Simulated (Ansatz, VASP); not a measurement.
AgCl: VASP beside Ansatz

```
Ag Cl
1.0
     0.00000    2.85634    2.68996
     2.85634    0.00000    2.68996
     2.85634    2.85634    0.00000
Ag Cl
1 1
Direct
  0.50000 0.50000 0.50000
  0.00000 0.00000 0.00000
```

Change from the starting cell: strain +0.030 along x and y, -0.030 along z, atoms carried along.

Alike in both runs: task single point; functional PBEsol; k mesh 8 × 8 × 8; occupations gaussian, width 0.05 eV; no spin polarisation.

```csv
,VASP,Ansatz
version,VASP 6.6.1,Ansatz 0.2.0
potentials or method,"VASP PAW PBE potentials, release 64 (Ag, Cl)","scalar-relativistic, plane waves, PAW"
plane-wave cutoff (eV),520,420
valence electrons in the cell,18,26
```

VASP gave:

```
gap on the k mesh at the Fermi level (eV)       : 0.60
least direct gap on the mesh (eV)               : 2.92
pressure (GPa)                                  : -3.5
largest component of the traceless stress (GPa) : 0.27
```

Task: Which values does Ansatz return?

Result: gap on the k mesh at the Fermi level (eV): 0.60; least direct gap on the mesh (eV): 2.92; pressure (GPa): -3.5; largest component of the traceless stress (GPa): 0.29.

The functional is the same, so the differences come from potentials, cutoffs and numerics. The two sets of potentials don't hold the same shells in valence.

Caveats: the PAW data sets were made with another functional, which shifts forces and pressure a little (VASP). A k mesh can miss the band edges.
